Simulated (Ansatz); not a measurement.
# In2O3: the cost of one run

Method: DFT PBE, scalar-relativistic, plane waves, PAW, in Ansatz 0.2.0.

4 further runs of the same task are left out: 4 set aside as unsound or not needed.

### Step 1. Starting point

The cell holds 40 atoms (CIn15O24): a = 8.102 Å, b = 8.102 Å, c = 8.102 Å, α = 86.97°, β = 86.97°, γ = 86.97°.

The coordinates of this cell stand in the input of its own run.

The host was relaxed before at PBE: a = 5.575 Å, b = 5.575 Å, c = 14.757 Å, α = 90.00°, β = 90.00°, γ = 120.00° (conventional cell), 13.241 Å³/atom.

Places, in fractions of the supercell: C in place of In at (0.643, 0.643, 0.643). The start keeps the symmetry of the ideal site.

### Step 2. Band edges of the host over the zone

Contents of input.yaml:

```yaml
crystal:
  lattice:
    - [2.7876173788, 1.6094316441, 4.9190318982]
    - [-2.7876173788, 1.6094316441, 4.9190318982]
    - [0.0, -3.2188632881, 4.9190318982]
  atoms:
    - { symbol: In, position: [0.6427971166, 0.6427971166, 0.6427971166] }
    - { symbol: In, position: [0.8572028834, 0.8572028834, 0.8572028834] }
    - { symbol: In, position: [0.3572028834, 0.3572028834, 0.3572028834] }
    - { symbol: In, position: [0.1427971166, 0.1427971166, 0.1427971166] }
    - { symbol: O, position: [0.0465672034, 0.75, 0.4534327966] }
    - { symbol: O, position: [0.75, 0.4534327966, 0.0465672034] }
    - { symbol: O, position: [0.4534327966, 0.0465672034, 0.75] }
    - { symbol: O, position: [0.9534327966, 0.25, 0.5465672034] }
    - { symbol: O, position: [0.5465672034, 0.9534327966, 0.25] }
    - { symbol: O, position: [0.25, 0.5465672034, 0.9534327966] }
basis:
  ecutwfc: 420
  xc_grid: 2
kpoints:
  mp_grid: { grid: [6, 6, 6] }
  band_path: { path: [VBM, CBM], npoints: 2 }
hamiltonian:
  xc: pbe
scf:
  occupations: { method: gaussian, width: 0.02 }
output:
  forces: true
  stress: true
  eigenvalues: true
```

On the command line:

```bash
$ ansatz run input.yaml --threads 8 --pin off --max-ram 16384MiB --backend cpu --events-out ev --progress --plain --runs-dir out
```

What time and memory should one allow on 8 threads of Arm Neoverse V1, shared host?

About 8.6 s, with a peak of 0.7 GiB.
